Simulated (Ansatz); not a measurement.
Runs of Ansatz 0.2.0 on Tl. It takes space group P6_3/mmc (No. 194, hexagonal). The conventional cell has a = 3.456 Å, b = 3.456 Å, c = 5.525 Å, α = 90.00°, β = 90.00°, γ = 120.00°. Tl (site symmetry -6m2) has 12 Tl at 3.41 to 3.46 Å as nearest neighbours. 

```tsv
task	level	points for each segment of the path	gap on the mesh (eV)	pressure (GPa)
single point	PBE	-	none	3.4
band structure	PBEsol	14	none	0.2
band structure	RPBE	14	none	5.4
band structure	BLYP	14	none	(a)
band structure	PBE	14	none	3.4
```

Alike in all rows: potentials or basis Ansatz PAW; no spin polarisation; cell as given; k mesh 9 × 9 × 5; cutoff (eV) 420; smearing fermi-dirac 0.05 eV.

Estimate the missing entries.

(a) 7.2.

Caveats: spin-orbit coupling is left out, which moves the levels of the heavy elements (some runs); the PAW data sets come from PBE, with cores solved anew for the run's functional, which leaves a small shift of forces and pressure (some runs).

A k mesh can miss the band edges, and the runs leave out spin-orbit coupling on Tl.

A gap of «none» marks a metal or a gap under the smearing width.
